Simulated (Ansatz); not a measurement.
# HfO2 (P2_1/c) in Ansatz: a series of runs

The runs below take HfO2 through relaxation of cell and atoms, with PBEsol+D4, revPBE.

Program: Ansatz 0.2.0. These are calculated values, not measurements. Logs are shortened: lines on timing, memory, paths and dates and some standing lists are left out, and cuts for length are marked.

## 1. The crystal as given

Symmetry: P2_1/c, No. 14, monoclinic system. Conventional cell: a = 5.118 Å, b = 5.186 Å, c = 5.284 Å, α = 90.00°, β = 99.35°, γ = 90.00°. Around Hf (site symmetry 1) lie 7 O at 2.03 to 2.25 Å. Around O (site symmetry 1) lie 3 Hf at 2.03 to 2.12 Å. O (site symmetry 1) has 4 Hf at 2.14 to 2.25 Å as nearest neighbours.

## 2. Relaxation of cell and atoms, PBEsol+D4

Contents of input.yaml:

```yaml
crystal:
  lattice:
    - [5.118, 0.0, 0.0]
    - [0.0, 5.1857, 0.0]
    - [-0.8586630598, 0.0, 5.2138671406]
  atoms:
    - { symbol: Hf, position: [0.2755, 0.4603, 0.708] }
    - { symbol: Hf, position: [0.7245, 0.9603, 0.792] }
    - { symbol: Hf, position: [0.7245, 0.5397, 0.292] }
    - { symbol: Hf, position: [0.2755, 0.0397, 0.208] }
    - { symbol: O, position: [0.0742, 0.1684, 0.8467] }
    - { symbol: O, position: [0.9258, 0.6684, 0.6533] }
    - { symbol: O, position: [0.9258, 0.8316, 0.1533] }
    - { symbol: O, position: [0.0742, 0.3316, 0.3467] }
    - { symbol: O, position: [0.4487, 0.7419, 0.9801] }
    - { symbol: O, position: [0.5513, 0.2419, 0.5199] }
    - { symbol: O, position: [0.5513, 0.2581, 0.0199] }
    - { symbol: O, position: [0.4487, 0.7581, 0.4801] }
hamiltonian:
  xc: pbesol
  pseudopotentials: { kind: paw }
  dispersion: d4
kpoints:
  mp_grid: { grid: [5, 5, 5] }
scf:
  occupations: { method: fermi_dirac, width: 0.05 }
output:
  forces: true
  stress: true
relax:
  f_tol: 0.01
  max_steps: 40
  cell: { stress_tol: 0.05 }
```

Potentials or basis: Ansatz PAW.

On the command line:

```console
ansatz run input.yaml --threads 4 --pin off --max-ram 11264MiB --backend cpu --events-out ev --progress --plain --runs-dir out
```

Output:

```text
Warning: RAYON_NUM_THREADS=4 ignored (pool sized by the plan → 4); use --threads N
Engine: ansatz 0.2.0, x86_64-unknown-linux-gnu
Pseudopotentials: kind: paw
Pseudopotential: Hf, paw, valence charge 26, recommended cutoff 420 eV (normal), Hf.paw.azcp
Pseudopotential: O, paw, valence charge 6, recommended cutoff 420 eV (normal), O.paw.azcp
Functional definition: PBEsol
  exchange = pbesol_x
  correlation = pbesol_c
Crystal: 12 atoms, lattice volume = 138.378 Å³
Basis set: ecut = 420 eV, 2699 PW (Γ), exchange–correlation on 72×72×72 points (8 copies of the dense FFT grid, shifted against one another)
Bands: 92, of which v1, the nominal top of the filled ones, is band 76 counted from 1 (75 counted from 0)
Symmetry: 4 space group operations
Space group: P21/c (ITA 14), of the structure as read, at distance tolerance 5.2e-5 Å
k-points: 39 of 125
Non-local potential: Hf, projectors of the file, l = 0: 3, l = 1: 2, l = 2: 2, l = 3: 3
Non-local potential: O, projectors of the file, l = 0: 2, l = 1: 2, l = 2: 1
PAW form: soft (Blöchl's): semilocal exchange-correlation on the pseudo side does not see the compensation charge
PAW frozen core: Hf, regenerated for the run's functional, and the local potential with it (the file was generated under x = pbe(κ = 0.804, μ = 0.2195149727645171), c = pbe(β = 0.06672455060314922))
PAW frozen core: O, regenerated for the run's functional, and the local potential with it (the file was generated under x = pbe(κ = 0.804, μ = 0.2195149727645171), c = pbe(β = 0.06672455060314922))
PAW one-centre angular grid: Hf, 590 points (default); XC on 64 Gauss nodes
PAW one-centre angular grid: O, 110 points (default); XC on 64 Gauss nodes
Initial density: superposition of atomic densities (neutral atoms: chi_scale 0, normalization atom), corrected by the library's trained network
Initial wavefunctions: pseudopotential atomic-orbital guess
Functional: x = pbesol(κ = 0.804, μ = 0.12345679012345678), c = pbesol(β = 0.046)
SCF iter   1: F=—  HF=-66902.482215 eV  |F-HF|=—  |Δ(HF+E_count)|=         —  Δρ=1.86e-2  dr2=3.90e-1  ethr=1.77e-3  ⟨swp⟩=5.4  Hψ=11254  notcnv=0  defer=110
preconditioner: auto → Resta (q_TF=auto, 2.771 Å⁻¹)  ε∞=5.4  [insulator: Δε(μ)=3.891 eV  Ē_g=18.056 eV  σ=0.050 eV  W_gap=1.00  n_scr=52 (ndim 8)  ℏωp=37.9 eV  f_vac=0.076  D(μ)=0.00/eV (n_scr^D=0)  ε∞_Penn≈5.4]
SCF iter   2: F=—  HF=-66902.384214 eV  |F-HF|=—  |Δ(HF+E_count)|=   9.80e-2  Δρ=3.02e-3  dr2=4.76e-3  ethr=2.57e-4  ⟨swp⟩=2.0  Hψ=6623  notcnv=0  defer=383
SCF iter   3: F=—  HF=-66902.384328 eV  |F-HF|=—  |Δ(HF+E_count)|=   1.14e-4  Δρ=1.52e-3  dr2=1.61e-3  ethr=3.13e-6  ⟨swp⟩=2.0  Hψ=5440  notcnv=0  defer=383
SCF iter   4: F=—  HF=-66902.384819 eV  |F-HF|=—  |Δ(HF+E_count)|=   4.90e-4  Δρ=6.23e-4  dr2=3.70e-4  ethr=1.06e-6  ⟨swp⟩=2.8  Hψ=6924  notcnv=0  defer=383
SCF iter   5: F=—  HF=-66902.384690 eV  |F-HF|=—  |Δ(HF+E_count)|=   1.29e-4  Δρ=1.44e-4  dr2=2.64e-5  ethr=2.43e-7  ⟨swp⟩=2.6  Hψ=7124  notcnv=0  defer=383
SCF iter   6: F=—  HF=-66902.384696 eV  |F-HF|=—  |Δ(HF+E_count)|=   5.79e-6  Δρ=2.72e-5  dr2=1.22e-6  ethr=1.74e-8  ⟨swp⟩=2.0  Hψ=6169  notcnv=0  defer=383
SCF iter   7: F=—  HF=-66902.384697 eV  |F-HF|=—  |Δ(HF+E_count)|=   6.36e-7  Δρ=1.24e-5  dr2=1.98e-7  ethr=6.58e-11  ⟨swp⟩=5.1  Hψ=15110  notcnv=0
SCF iter   8: F=-66902.384697 eV  HF=-66902.384697 eV  |F-HF|=5.52e-8  |Δ(HF+E_count)|=   3.81e-8  Δρ=8.00e-6  dr2=8.03e-8  ethr=6.58e-11  ⟨swp⟩=4.0  Hψ=11692  notcnv=0
SCF 1 converged in 8 iterations: F = -66902.384697 eV  dr2 = 8.03e-8
relax step   1: F+E_penalty+E_count = -66902.38469651 eV  Δ(F+E_penalty+E_count) = +0.000e0 eV  max|allowed force component| = 3.903e-1 eV/Å  Δτ_max = 0.0000 Å  P = -3.285 GPa  Ω = 138.378 Å³  (8 SCF iters, dr2 threshold 1.00e-7 eV, accepted)
Crystal: 12 atoms, lattice volume = 135.757 Å³
Basis set: ecut = 420 eV, 2673 PW (Γ), exchange–correlation on 72×72×72 points (8 copies of the dense FFT grid, shifted against one another)
Initial density: handed on by an earlier stage of this run
Initial wavefunctions: those handed on with the density
iter 1 solved again at ethr=3.48e-5 eV; its pass at ethr=3.10e-3 eV (dr2=5.28e-2 eV) is discarded
SCF iter   1: F=—  HF=-66902.444375 eV  |F-HF|=—  |Δ(HF+E_count)|=         —  Δρ=8.25e-3  dr2=5.29e-2  ethr=3.48e-5  ⟨swp⟩=2.8  Hψ=15026  notcnv=0
preconditioner: auto → Resta (q_TF=auto, 2.780 Å⁻¹)  ε∞=5.4  [insulator: Δε(μ)=3.924 eV  Ē_g=18.195 eV  σ=0.050 eV  W_gap=1.00  n_scr=48 (ndim 8)  ℏωp=38.2 eV  f_vac=0.068  D(μ)=0.00/eV (n_scr^D=0)  ε∞_Penn≈5.4]
SCF iter   2: F=—  HF=-66902.430871 eV  |F-HF|=—  |Δ(HF+E_count)|=   1.35e-2  Δρ=4.04e-3  dr2=1.09e-2  ethr=3.48e-5  ⟨swp⟩=2.8  Hψ=6793  notcnv=0
SCF iter   3: F=—  HF=-66902.427938 eV  |F-HF|=—  |Δ(HF+E_count)|=   2.93e-3  Δρ=8.93e-4  dr2=8.32e-4  ethr=7.19e-6  ⟨swp⟩=2.0  Hψ=7008  notcnv=0
SCF iter   4: F=—  HF=-66902.427757 eV  |F-HF|=—  |Δ(HF+E_count)|=   1.81e-4  Δρ=3.61e-4  dr2=1.50e-4  ethr=5.48e-7  ⟨swp⟩=2.0  Hψ=6360  notcnv=0
SCF iter   5: F=—  HF=-66902.427737 eV  |F-HF|=—  |Δ(HF+E_count)|=   1.99e-5  Δρ=1.55e-4  dr2=3.58e-5  ethr=9.87e-8  ⟨swp⟩=2.0  Hψ=5596  notcnv=0
[... 77 lines left out ...]
SCF iter   2: F=—  HF=-66902.441630 eV  |F-HF|=—  |Δ(HF+E_count)|=   3.46e-5  Δρ=1.33e-4  dr2=1.21e-5  ethr=2.32e-8  ⟨swp⟩=1.0  Hψ=3588  notcnv=0
SCF iter   3: F=—  HF=-66902.441630 eV  |F-HF|=—  |Δ(HF+E_count)|=   1.52e-7  Δρ=3.56e-5  dr2=1.59e-6  ethr=7.93e-9  ⟨swp⟩=2.0  Hψ=5734  notcnv=0
SCF iter   4: F=—  HF=-66902.441630 eV  |F-HF|=—  |Δ(HF+E_count)|=   3.15e-7  Δρ=1.05e-5  dr2=1.45e-7  ethr=1.05e-9  ⟨swp⟩=2.0  Hψ=5921  notcnv=0
SCF iter   5: F=-66902.441630 eV  HF=-66902.441630 eV  |F-HF|=3.39e-8  |Δ(HF+E_count)|=   4.31e-8  Δρ=5.43e-6  dr2=3.23e-8  ethr=4.87e-11  ⟨swp⟩=4.8  Hψ=13203  notcnv=0
SCF 9 converged in 5 iterations: F = -66902.441630 eV  dr2 = 3.23e-8
relax step   9: F+E_penalty+E_count = -66902.44162966 eV  Δ(F+E_penalty+E_count) = -6.170e-4 eV  max|allowed force component| = 1.207e-3 eV/Å  Δτ_max = 0.0031 Å  P = -0.002 GPa  Ω = 135.885 Å³  energy of the carried Pulay correction = +5.601e-4 eV  (5 SCF iters, dr2 threshold 7.41e-8 eV, accepted)
iter 1 solved again at ethr=6.66e-8 eV; its pass at ethr=3.10e-3 eV (dr2=1.01e-4 eV) is discarded
SCF iter   1: F=—  HF=-66902.441166 eV  |F-HF|=—  |Δ(HF+E_count)|=         —  Δρ=1.09e-5  dr2=5.96e-8  ethr=6.66e-8  ⟨swp⟩=4.0  Hψ=22438  notcnv=0
preconditioner: auto → Resta (q_TF=auto, 2.780 Å⁻¹)  ε∞=5.4  [insulator: Δε(μ)=4.053 eV  Ē_g=18.185 eV  σ=0.050 eV  W_gap=1.00  n_scr=48 (ndim 8)  ℏωp=38.2 eV  f_vac=0.069  D(μ)=0.00/eV (n_scr^D=0)  ε∞_Penn≈5.4]
SCF iter   2: F=—  HF=-66902.441133 eV  |F-HF|=—  |Δ(HF+E_count)|=   3.31e-5  Δρ=4.89e-6  dr2=1.86e-8  ethr=3.92e-11  ⟨swp⟩=3.0  Hψ=8050  notcnv=0
SCF iter   3: F=—  HF=-66902.441133 eV  |F-HF|=—  |Δ(HF+E_count)|=  8.00e-10  Δρ=2.86e-6  dr2=5.82e-9  ethr=1.22e-11  ⟨swp⟩=2.0  Hψ=5207  notcnv=0
SCF iter   4: F=—  HF=-66902.441133 eV  |F-HF|=—  |Δ(HF+E_count)|=   3.39e-9  Δρ=8.68e-7  dr2=9.26e-10  ethr=3.83e-12  ⟨swp⟩=2.0  Hψ=5621  notcnv=0
SCF iter   5: F=—  HF=-66902.441133 eV  |F-HF|=—  |Δ(HF+E_count)|=  2.91e-11  Δρ=3.68e-7  dr2=2.51e-10  ethr=1.00e-12  ⟨swp⟩=2.1  Hψ=5579  notcnv=0
SCF iter   6: F=-66902.441133 eV  HF=-66902.441133 eV  |F-HF|=4.37e-11  |Δ(HF+E_count)|=  8.73e-11  Δρ=1.31e-7  dr2=2.33e-11  ethr=1.00e-12  ⟨swp⟩=4.0  Hψ=12625  notcnv=0
SCF 10 converged in 6 iterations: F = -66902.441133 eV  dr2 = 2.33e-11
relax step  10: F+E_penalty+E_count = -66902.44113304 eV  Δ(F+E_penalty+E_count) = +4.966e-4 eV  max|allowed force component| = 1.225e-3 eV/Å  Δτ_max = 0.0000 Å  P = -0.006 GPa  Ω = 135.885 Å³  stress off target by 1.31e-2 GPa  SCF on the basis re-selected at this cell (its energy is not comparable with the rows above)  (6 SCF iters)
basis re-selected at this cell: Δ(F+E_penalty+E_count) = +4.966e-4 eV, ΔP = -0.004 GPa vs the last step (what re-selecting the basis moved, of the pressure what is left beyond the Pulay correction that the steps carried, after the strain that the cell walked since its last selection, with what the two solves' SCF thresholds leave and, on support functions, any second-order correction that the steps lacked; it is no measure of the basis error at this ecutwfc). This SCF's stress stands 1.31e-2 GPa from its target on what of the cell is left free (relax.cell.stress_tol is 5.00e-2 GPa) and its largest allowed force component is 1.23e-3 eV/Å (relax.f_tol is 1.00e-2 eV/Å): within both
SCF converged after 6 iterations
Free energy (F): -66902.441133 eV
Harris-Foulkes:  -66902.441133 eV  (|F-HF|=4.37e-11)
Internal energy: -66902.441133 eV  (E = F + TS)
E sigma→0 (E₀):  -66902.441133 eV
Fermi energy:    16.357187 eV
--- Per-component energies (eV) ---
  E_band       = 49.139921
  E_kinetic    = 3090.259876
  E_local      = -24390.868619  (includes V_loc(G=0)·N_el)
  E_nonlocal   = -4561.443516
  E_hartree    = 11163.804950
  E_xc         = -1774.973638
  E_vxc        = -1813.921070  (∫ρ·V_xc dr)
  E_paw        = -28448.161421  (= ΣΔE_a)
  E_vpaw       = 5397.483872  (= ΣTr[D̂ρ^β])
  E_aug_tail   = 0.019750  (compensation charges beyond the density's cutoff)
  E_ewald      = -21985.070299
  E_disp       = -1.294884  (pairwise vdW)
  E_core_change = 5.286670  (= ΣΔE_core)
  E_smearing   = -0.000000  (= −TS)
  E_closure    = -0.000000  (closes the sum)
  Σ components = -66902.441133   (vs F -66902.441133, Δ=0.00e0)
--- Forces (eV/Å), atoms counted from 1 ---
  atom   1  Hf    -0.00018479    -0.00016290     0.00122548
  atom   2  Hf     0.00018479    -0.00016290    -0.00122548
  atom   3  Hf     0.00018479     0.00016290    -0.00122548
  atom   4  Hf    -0.00018479     0.00016290     0.00122548
  atom   5  O      0.00104667     0.00082692    -0.00079613
  atom   6  O     -0.00104667     0.00082692     0.00079613
  atom   7  O     -0.00104667    -0.00082692     0.00079613
  atom   8  O      0.00104667    -0.00082692    -0.00079613
  atom   9  O     -0.00061324    -0.00027090     0.00051885
  atom  10  O      0.00061324    -0.00027090    -0.00051885
  atom  11  O      0.00061324     0.00027090    -0.00051885
  atom  12  O     -0.00061324     0.00027090     0.00051885
  max |Σ_I F_I| component: 2.17e-19 eV/Å
--- Stress (GPa, compression-positive) ---
       -0.002503       0.000000       0.004817
        0.000000      -0.004165       0.000000
        0.004817       0.000000      -0.010961
  P = ⅓ Tr σ = -0.0059 GPa (-0.059 kbar)
--- Relaxed structure (8 steps of the walk, 8 accepted, 2 SCFs on fresh bases) ---
  F+E_penalty+E_count = -66902.44113304 eV   max|allowed force component| = 1.225e-3 eV/Å   (the final SCF, on the basis selected at the relaxed cell)
  cell:  # Å, volume = 135.8850 Å³
    - [5.077315829793893, -1.7889527329577194e-33, -0.006670520755362136]
    - [-1.062263922969012e-33, 5.172144216982804, 1.1778459666463462e-32]
    - [-0.8586328165218587, 1.2142574929083279e-32, 5.175609897517762]
  atoms:
    - { symbol: Hf, position: [0.27738834304431786, 0.4573827431028373, 0.7082299602161697] }
    - { symbol: Hf, position: [0.7226116569556824, 0.9573827431028374, 0.7917700397838306] }
    - { symbol: Hf, position: [0.7226116569556825, 0.5426172568971627, 0.2917700397838304] }
    - { symbol: Hf, position: [0.27738834304431775, 0.04261725689716264, 0.20822996021616966] }
    - { symbol: O, position: [0.07325397934920101, 0.1588217452010123, 0.8375373732755929] }
    - { symbol: O, position: [0.9267460206507995, 0.6588217452010122, 0.6624626267244073] }
    - { symbol: O, position: [0.9267460206507994, 0.8411782547989879, 0.1624626267244073] }
    - { symbol: O, position: [0.07325397934920097, 0.3411782547989877, 0.3375373732755927] }
    - { symbol: O, position: [0.4463760083604177, 0.7413638117403698, 0.9809637741080273] }
    - { symbol: O, position: [0.5536239916395824, 0.24136381174036978, 0.5190362258919728] }
    - { symbol: O, position: [0.5536239916395824, 0.2586361882596302, 0.019036225891972784] }
    - { symbol: O, position: [0.4463760083604177, 0.7586361882596301, 0.48096377410802715] }
```

Run time: 1.9 min. Hardware: 4 threads of Intel Xeon at 2.50GHz (Skylake/Cascade Lake), shared host; peak memory 0.84 GiB.

What came out:

* Free energy: -66902.4411 eV
* Relaxed volume: 11.32 Å³/atom
* Relaxed cell: a = 5.077 Å, b = 5.172 Å, c = 5.246 Å, α = 90.00°, β = 99.49°, γ = 90.00°
* Space group after relaxing (to 0.05 Å): P2_1/c (No. 14)
* Energy gained by relaxing: 4.7 meV/atom
* Ionic steps: 10
* Pressure after relaxing: 0.0 GPa
* Band gap on the k mesh: 4.05 eV

Step by step:
| step | energy change (eV) | largest force (eV/Å) | volume (Å³) |
| --- | --- | --- | --- |
| 1 | 0.0000 | 0.4444 | 138.38 |
| 2 | -0.0430 | 0.2326 | 135.76 |
| 3 | -0.0619 | 0.0747 | 136.25 |
| 4 | -0.0635 | 0.0660 | 136.24 |
| 5 | -0.0665 | 0.0494 | 136.08 |
| 6 | -0.0675 | 0.0072 | 136.02 |
| 7 | -0.0677 | 0.0005 | 135.99 |
| 8 | -0.0563 | 0.0014 | 135.99 |
| 9 | -0.0569 | 0.0016 | 135.89 |
| 10 | -0.0564 | 0.0016 | 135.89 |

Final structure:
```
Hf O
1.0
     5.07732    0.00000   -0.00667
     0.00000    5.17214    0.00000
    -0.85863    0.00000    5.17561
Hf O
4 8
Direct
  0.27739 0.45738 0.70823
  0.72261 0.95738 0.79177
  0.72261 0.54262 0.29177
  0.27739 0.04262 0.20823
  0.07325 0.15882 0.83754
  0.92675 0.65882 0.66246
  0.92675 0.84118 0.16246
  0.07325 0.34118 0.33754
  0.44638 0.74136 0.98096
  0.55362 0.24136 0.51904
  0.55362 0.25864 0.01904
  0.44638 0.75864 0.48096
```

Caveat: odd divisions of the mesh miss points on the zone boundary, where band edges often lie, so the gap on the mesh can be too wide; the plane-wave basis is chosen anew once the cell has moved, so the energies of steps on either side of that aren't comparable; the pressure holds a Pulay correction of +0.9 GPa for the finite cutoff; spin-orbit coupling is left out, which moves the levels of the heavy elements; the PAW data sets come from PBE, with cores solved anew for the run's functional, which leaves a small shift of forces and pressure.

## 3. Relaxation of cell and atoms, revPBE

input.yaml, as its differences from that of step 2:

```diff
@@ -19,5 +19,4 @@
 hamiltonian:
-  xc: pbesol
+  xc: revpbe
   pseudopotentials: { kind: paw }
-  dispersion: d4
 kpoints:
@@ -29,2 +28,6 @@
   stress: true
+  write_density: true
+  write_potential: true
+  elf: true
+  volumetric_format: npy
 relax:
```

Potentials or basis: Ansatz PAW.

On the command line:

```console
ansatz run input.yaml --threads 4 --pin off --max-ram 11264MiB --backend cpu --events-out ev --progress --plain --runs-dir out
```

Wall time 3.2 min (4 threads of Intel Xeon at 2.50GHz (Skylake/Cascade Lake), shared host); peak memory 0.88 GiB.

It converged, with:

```yaml
Free_energy: -67491.8360 eV
Relaxed_volume: 12.03 Å³/atom
Relaxed_cell: a = 5.191 Å, b = 5.233 Å, c = 5.388 Å, α = 90.00°, β = 99.68°, γ = 90.00°
Space_group_after_relaxing_to_0.05_Å: P2_1/c (No. 14)
Energy_gained_by_relaxing: 15.7 meV/atom
Ionic_steps: 9
Pressure_after_relaxing: 0.0 GPa
Band_gap_on_the_k_mesh: 4.15 eV, indirect (least direct gap 4.22 eV)
```

Forces on the atoms (eV/Å):
```
Hf  -0.001 -0.002  0.000
Hf   0.001 -0.002  0.000
Hf   0.001  0.002  0.000
Hf  -0.001  0.002  0.000
O    0.001  0.000  0.000
O   -0.001  0.000  0.000
O   -0.001  0.000  0.000
O    0.001  0.000  0.000
O    0.001  0.001 -0.001
O   -0.001  0.001  0.001
O   -0.001 -0.001  0.001
O    0.001 -0.001 -0.001
```

Step by step:
| step | energy change (eV) | largest force (eV/Å) | volume (Å³) |
| --- | --- | --- | --- |
| 1 | 0.0000 | 0.4965 | 138.38 |
| 2 | -0.1247 | 0.2118 | 144.74 |
| 3 | -0.1489 | 0.1256 | 144.09 |
| 4 | -0.1521 | 0.0651 | 144.35 |
| 5 | -0.1570 | 0.0344 | 143.92 |
| 6 | -0.1568 | 0.0104 | 144.06 |
| 7 | -0.1882 | 0.0114 | 144.06 |
| 8 | -0.1875 | 0.0024 | 144.30 |
| 9 | -0.1886 | 0.0024 | 144.30 |

Final structure:
```yaml
crystal:
  lattice:
    - [5.19110, 0.00000, -0.01700]
    - [0.00000, 5.23328, 0.00000]
    - [-0.88824, 0.00000, 5.31471]
  atoms:
    - { symbol: Hf, position: [0.27510, 0.45670, 0.70851] }
    - { symbol: Hf, position: [0.72490, 0.95670, 0.79149] }
    - { symbol: Hf, position: [0.72490, 0.54330, 0.29149] }
    - { symbol: Hf, position: [0.27510, 0.04330, 0.20851] }
    - { symbol: O, position: [0.06575, 0.17417, 0.85111] }
    - { symbol: O, position: [0.93425, 0.67417, 0.64889] }
    - { symbol: O, position: [0.93425, 0.82583, 0.14889] }
    - { symbol: O, position: [0.06575, 0.32583, 0.35111] }
    - { symbol: O, position: [0.45023, 0.74305, 0.97473] }
    - { symbol: O, position: [0.54977, 0.24305, 0.52527] }
    - { symbol: O, position: [0.54977, 0.25695, 0.02527] }
    - { symbol: O, position: [0.45023, 0.75695, 0.47473] }
```

Levels at points of the mesh, in eV from the valence-band top:
```
           k point  band 74  band 75  band 76  band 77  band 78  band 79
(0.00, 0.00, 0.00)    -0.46    -0.20     0.00     4.60     4.97     5.11
```

Caveat: odd divisions of the mesh miss points on the zone boundary, where band edges often lie, so the gap on the mesh can be too wide; the plane-wave basis is chosen anew once the cell has moved, so the energies of steps on either side of that aren't comparable; the pressure holds a Pulay correction of +0.7 GPa for the finite cutoff; spin-orbit coupling is left out, which moves the levels of the heavy elements; the PAW data sets come from PBE, with cores solved anew for the run's functional, which leaves a small shift of forces and pressure. Zero-point motion and thermal expansion aren't in these numbers.
